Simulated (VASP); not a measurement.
Wanted: an ASE script for a VASP 6.6.1 run.

```
Task                   : single point
Functional             : LDA
Potentials or basis    : VASP PAW LDA potentials, release 54 (Zn, O)
Cutoff                 : 520 eV
k mesh                 : 9 × 9 × 4
Occupations            : gaussian, width 0.05 eV
Spin                   : no spin polarisation
Further INCAR settings : ALGO = Normal; EDIFF = 1.00e-06; NBANDS = 26
```

The structure of ZnO lies in ZnO.cif:

```cif
data_ZnO
_cell_length_a 3.28796716
_cell_length_b 3.28796716
_cell_length_c 7.13044135
_cell_angle_alpha 90.00000000
_cell_angle_beta 90.00000000
_cell_angle_gamma 120.00000000
_space_group_name_H-M_alt 'P1'
_space_group_name_Hall 'P 1'
_space_group_IT_number 1
loop_
_space_group_symop_operation_xyz
'x,y,z'
loop_
_atom_site_label
_atom_site_type_symbol
_atom_site_symmetry_multiplicity
_atom_site_Wyckoff_symbol
_atom_site_fract_x
_atom_site_fract_y
_atom_site_fract_z
_atom_site_occupancy
Zn1 Zn 1 a 0.0000000000 0.0000000000 0.2500000000 1
Zn2 Zn 1 a 0.0000000000 0.0000000000 0.7500000000 1
O1 O 1 a 0.6666666667 0.3333333333 0.7500000000 1
O2 O 1 a 0.3333333333 0.6666666667 0.2500000000 1
```

Measurements of this composition are mostly on another form, of space group No. 186.

The input as run:

run.py

```python
from ase.calculators.vasp import Vasp
from ase.dft.bandgap import bandgap
from ase.io import read

atoms = read('ZnO.cif')
calc = Vasp(
    directory='calc',
    xc='lda',
    pp='LDA',
    setups='recommended',
    pp_version='54',
    prec='Accurate',
    encut=520,
    ediff=1e-06,
    ismear=0,
    sigma=0.05,
    lreal=False,
    lasph=True,
    nelm=60,
    algo='Normal',
    isif=2,
    lwave=False,
    lcharg=True,
    lelf=True,
    lvhar=True,
    kpts=[9, 9, 4],
    gamma=True,
    nbands=26,
)
atoms.calc = calc

print('energy (eV):', atoms.get_potential_energy())
print('free energy (eV):', atoms.get_potential_energy(force_consistent=True))
print('forces (eV/A):')
print(atoms.get_forces())
print('stress (eV/A^3, Voigt):', atoms.get_stress())
print('Fermi level (eV):', calc.get_fermi_level())
gap, top, bottom = bandgap(calc)
print('band gap (eV):', gap, 'from (spin, k, band)', top, 'to', bottom)
```

Potentials or basis: VASP PAW LDA potentials, release 54 (Zn, O).

The run is started by

```console
$ python run.py
```

It gave:

* Pressure: -7.4 GPa
* Band gap on the k mesh: 0.76 eV, direct

Caveat: an odd mesh through Γ misses points on the zone boundary, where band edges often lie.

Run time: 45 s on 1 thread of Intel(R) Xeon(R) Platinum 8488C (Sapphire Rapids), on a shared host, peak memory 0.18 GiB.
